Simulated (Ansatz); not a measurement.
Compare A (`Cc1ccc(O)cc1`) with its isomer B (`OCc1ccccc1`).

Calculated with Ansatz (gas phase, PBE0-D4/def2-TZVP geometries, no zero-point term in ΔE). CCSD(T)/CBS is the MP2 limit (def2-TZVPP, def2-QZVPP) plus CCSD(T) − MP2 in def2-TZVPP, frozen cores. DFT in def2-TZVPP. Each species was taken in one conformer, which may not be the lowest.

Which is lower in electronic energy at CCSD(T)/CBS, and by how much? (Best estimate.)

Ansatz gave: A, by 23.4 kJ/mol.

Give E(B) − E(A) in kJ/mol with PBE0-D4, r2SCAN-D4, PBE-D4, CCSD(T)/def2-SVP, CCSD/def2-TZVPP, BLYP-D4, ωB97M-V. (An estimate is asked.)

The calculation gave: PBE0-D4 30.8, r2SCAN-D4 33.5, PBE-D4 33.6, CCSD(T)/def2-SVP 25.3, CCSD/def2-TZVPP 22.0, BLYP-D4 29.1, ωB97M-V 26.4. None reverses the order clearly.

Does the order hold for the free energy at 298.15 K (harmonic terms from PBE0-D4)? (An estimate is asked.)

Computed: Yes: G(B) − G(A) = +28.6 kJ/mol, for one conformer each. Modes under 60 cm⁻¹, often nearly free rotors, make the harmonic entropy too high.

Largest T1 diagnostic: 0.011.

In def2-TZVPP, CCSD(T) changes the Hartree–Fock value by +4.6 kJ/mol (the triples alone add +1.3 kJ/mol) and MP2 by +6.6 kJ/mol. From BLYP to BHLYP (50 % exact exchange), in def2-TZVPP and without D4, E(B) − E(A) moves by −4.9 kJ/mol.
